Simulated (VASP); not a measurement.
A run of VASP 6.6.1 is set up as follows.

POSCAR

```
CdSe
1.0
    4.3899258627      0.0000000000      0.0000000000
   -2.1949629313      3.8017873179     -0.0000000000
    0.0000000000      0.0000000000      7.1645810685
  Cd              Se
     2     2
Direct
     0.3333333332999970    0.6666666667000030    0.0045799278815999
     0.6666666667000030    0.3333333332999970    0.5045799278815999
     0.3333333332999970    0.6666666667000030    0.3804200721183982
     0.6666666667000030    0.3333333332999970    0.8804200721183981
```

File INCAR.step1:

```
SYSTEM = CdSe
PREC     = Accurate       ! precision mode
ENCUT    = 600            ! plane-wave cutoff, eV
EDIFF    = 1E-8           ! SCF threshold, eV
ISMEAR   = 0              ! smearing method
SIGMA    = 0.03           ! smearing width, eV
LREAL    = .False.        ! projectors in reciprocal space
LASPH    = .True.         ! aspherical terms in the spheres
NELM     = 80             ! most SCF steps
ALGO     = Fast           ! electronic algorithm
ISIF     = 3              ! what is computed and relaxed
LWAVE    = .False.        ! write WAVECAR
LCHARG   = .False.        ! write CHGCAR
GGA      = PE             ! functional
KPAR     = 2            
IBRION   = 2              ! ionic algorithm
NSW      = 40             ! ionic steps
EDIFFG   = -0.002         ! ionic threshold
```

The input INCAR.step2:

```
SYSTEM = CdSe
PREC     = Accurate       ! precision mode
ENCUT    = 600            ! plane-wave cutoff, eV
EDIFF    = 1E-8           ! SCF threshold, eV
ISMEAR   = 0              ! smearing method
SIGMA    = 0.03           ! smearing width, eV
LREAL    = .False.        ! projectors in reciprocal space
LASPH    = .True.         ! aspherical terms in the spheres
NELM     = 80             ! most SCF steps
ALGO     = Fast           ! electronic algorithm
ISIF     = 3              ! what is computed and relaxed
LWAVE    = .False.        ! write WAVECAR
LCHARG   = .False.        ! write CHGCAR
GGA      = PE             ! functional
KPAR     = 2            
IBRION   = 6              ! ionic algorithm
NFREE    = 2            
POTIM    = 0.015          ! step
NSW      = 1              ! ionic steps
LEPSILON = .True.         ! dielectric tensor by DFPT
```

File KPOINTS:

```
regular mesh
0
Gamma
  12 12 6
  0 0 0
```

Potentials or basis: VASP PAW PBE potentials, release 64 (Cd, Se).

The run is started by

```console
$ cat potpaw_PBE.64/Cd/POTCAR potpaw_PBE.64/Se/POTCAR > POTCAR
$ cp INCAR.step1 INCAR
$ mpirun -np 2 vasp_std > vasp.out
$ cp CONTCAR POSCAR
$ cp INCAR.step2 INCAR
$ mpirun -np 2 vasp_std > vasp.out
```

Question: Predict the electronic dielectric tensor (diagonal).

Answer: 8.85, 8.85, 8.83.

Question: Estimate the Born charges (mean of the diagonal).

Answer: Cd +2.30; Se -2.30 e.

Question: Predict the Voigt bulk modulus.

Answer: 45 GPa.

Question: Predict the highest phonon frequency at Γ, LO-TO splitting left out.

Answer: 173 cm⁻¹.

Born effective charge tensors (e):
atom 1, Cd
```
2.26 0.00 0.00
0.00 2.26 0.00
0.00 0.00 2.38
```
atom 2, Cd
```
2.26 0.00 0.00
0.00 2.26 0.00
0.00 0.00 2.38
```
atom 3, Se
```
-2.26  0.00  0.00
 0.00 -2.26  0.00
 0.00  0.00 -2.38
```
atom 4, Se
```
-2.26  0.00  0.00
 0.00 -2.26  0.00
 0.00  0.00 -2.38
```
